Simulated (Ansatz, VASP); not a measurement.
This is a calculation of Si for VASP 6.6.1.

INCAR

```
SYSTEM = Si
PREC     = Accurate       ! precision mode
ENCUT    = 520            ! plane-wave cutoff, eV
EDIFF    = 1E-7           ! SCF threshold, eV
ISMEAR   = -1             ! smearing method
SIGMA    = 0.05           ! smearing width, eV
LREAL    = .False.        ! projectors in reciprocal space
LASPH    = .True.         ! aspherical terms in the spheres
NELM     = 60             ! most SCF steps
ALGO     = Normal         ! electronic algorithm
ISIF     = 2              ! what is computed and relaxed
LWAVE    = .False.        ! write WAVECAR
LCHARG   = .True.         ! write CHGCAR
GGA      = PS             ! functional
LELF     = .True.         ! ELF
LVHAR    = .True.       
NBANDS   = 16             ! bands
```

The input KPOINTS:

```
regular mesh
0
Gamma
  8 8 4
  0 0 0
```

The input POSCAR:

```
Si
1.0
    3.7531053624      0.0000000000      0.0000000000
   -1.8765526812      3.2502845869      0.0000000000
    0.0000000000      0.0000000000      6.2033485431
Si
4
Direct
    0.6666666667      0.3333333333      0.9369905000
    0.3333333333      0.6666666667      0.4369905000
    0.6666666667      0.3333333333      0.5630095000
    0.3333333333      0.6666666667      0.0630095000
```

Potentials or basis: VASP PAW PBE potentials, release 64 (Si).

The run is started by

```sh
$ cat potpaw_PBE.64/Si/POTCAR > POTCAR
$ mpirun -np 1 vasp_std > vasp.out
```

Q: Translate it to Ansatz 0.2.0. Potentials there: all-electron LAPW, scalar-relativistic.

A: As run (the cutoff follows the program's own potentials):

File input.yaml:

```yaml
crystal:
  lattice:
    - [3.7531053624, 0.0, 0.0]
    - [-1.8765526812, 3.2502845869, 0.0]
    - [0.0, 0.0, 6.2033485431]
  atoms:
    - { symbol: Si, position: [0.6666666667, 0.3333333333, 0.9369905] }
    - { symbol: Si, position: [0.3333333333, 0.6666666667, 0.4369905] }
    - { symbol: Si, position: [0.6666666667, 0.3333333333, 0.5630095] }
    - { symbol: Si, position: [0.3333333333, 0.6666666667, 0.0630095] }
kpoints:
  mp_grid: { grid: [8, 8, 4] }
scf:
  occupations: { method: fermi_dirac, width: 0.05 }
hamiltonian:
  xc: pbesol
  pseudopotentials: { kind: all_electron, lapw: { basis_error: 0.002 } }
output:
  forces: true
  stress: true
  eigenvalues: true
```

Potentials or basis: all-electron LAPW, scalar-relativistic.

Run with:

```console
$ ansatz run input.yaml --threads 2 --pin off --max-ram 6144MiB --backend cpu --events-out ev --progress --plain --runs-dir out
```

Both were run:

|  | VASP | Ansatz | Ansatz less VASP |
| --- | --- | --- | --- |
| gap on the k mesh at the Fermi level (eV) | 0.15 | 0.17 | +0.011 |
| least direct gap on the mesh (eV) | 1.11 | 1.11 | +0.001 |
| pressure (GPa) | 6.2 | 6.0 | -0.20 |
| largest component of the traceless stress (GPa) | 0.04 | 0.05 | +0.014 |
| rms of the force components (eV/Å) | 0.011 | 0.010 | -0.0007 |

Atom by atom the forces differ by 0.001 eV/Å (rms over components). Ansatz ran all-electron here, so the differences hold the error of VASP's frozen core and of both bases.

Caveats: the PAW data sets were made with another functional, which shifts forces and pressure a little (VASP).
